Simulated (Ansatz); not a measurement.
The system is TiO2.

```
Ti O
1.0
    -4.35076    4.35076    1.88756
     4.35076   -4.35076    1.88756
     4.35076    4.35076   -1.88756
Ti O
4 8
Direct
  0.29228 0.99714 0.28943
  0.00286 0.29228 0.29514
  0.99714 0.70772 0.70486
  0.70772 0.00286 0.71057
  0.49886 0.84922 0.34808
  0.16166 0.15960 0.32126
  0.15078 0.49886 0.64965
  0.15960 0.83834 0.99794
  0.84040 0.16166 0.00206
  0.84922 0.50114 0.35035
  0.83834 0.84040 0.67874
  0.50114 0.15078 0.65192
```

Measurements of this composition are mostly on another form, of space group No. 141.

Base run:

```yaml
Program: Ansatz 0.2.0
Functional: PBE
Potentials_or_basis: Ansatz PAW
Cutoff: "420 eV (not typed: the program's choice for these potentials)"
k_mesh: 8 × 8 × 8
Occupations: gaussian, width 0.014 eV
Spin: no spin polarisation
```

Its results: band gap on the k mesh 1.64 eV, indirect (least direct gap 2.33 eV); pressure 3.2 GPa; largest force 0.192 eV/Å.

Question: The run is repeated on the same cell with these changes: functional from PBE to r2SCAN; cutoff from 420 eV (not typed: the program's choice for these potentials) to 500 eV (not typed: the program's choice for these potentials); occupations from gaussian, width 0.014 eV to fermi-dirac, width 0.05 eV. What comes out?

Answer: Band gap on the k mesh 2.01 eV, indirect (least direct gap 2.72 eV); pressure -1.3 GPa; largest force 0.306 eV/Å.

Caveats: the PAW data sets come from PBE, with cores solved anew for the run's functional, which leaves a small shift of forces and pressure (some runs).
